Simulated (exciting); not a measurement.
CdSe, 2 atoms in the cell. The structure is cubic, space group F-43m (No. 216). The conventional cell has a = 6.141 Å, b = 6.141 Å, c = 6.141 Å, α = 90.00°, β = 90.00°, γ = 90.00°. Around Cd (site symmetry -43m) lie 4 Se at 2.66 Å. Se (site symmetry -43m) has 4 Cd at 2.66 Å as nearest neighbours. Measurements of this composition are mostly on another form, of space group No. 186.

- Program: exciting (release sodium)
- Task: real-space fields
- Functional: PBEsol
- Potentials or basis: all-electron LAPW+lo, shipped species files, valence relativity iora*
- rgkmax: 8
- k mesh: 4 × 4 × 4
- Occupations: gaussian, width 0.01 eV
- Spin: spin-orbit coupling, no magnetisation
- outputlevel: normal
- gmaxvr (cutoff of density and potential): 14 1/bohr
- lmaxapw (and lmaxmat): 10
- lmaxvr: 8
- nempty: 20
- Valence relativity: iora*
- epsengy: 1e-05 Ha
- epspot: 1e-05 Ha
- maxscl: 60
- Muffin-tin radii: Cd 2.3, Se 2.0 bohr

Potentials or basis: all-electron LAPW+lo, shipped species files, valence relativity iora*.

Launch:

```bash
$ OMP_NUM_THREADS=1 exciting_smp
```

Hardware: 1 thread of Arm Neoverse N1 (shared host).

Q: Estimate the wall time of this run.

A: Run time: 4.4 min on 1 thread of Arm Neoverse N1 (shared host), peak memory 0.21 GiB. Counts: scf iterations 16, plane waves 444.
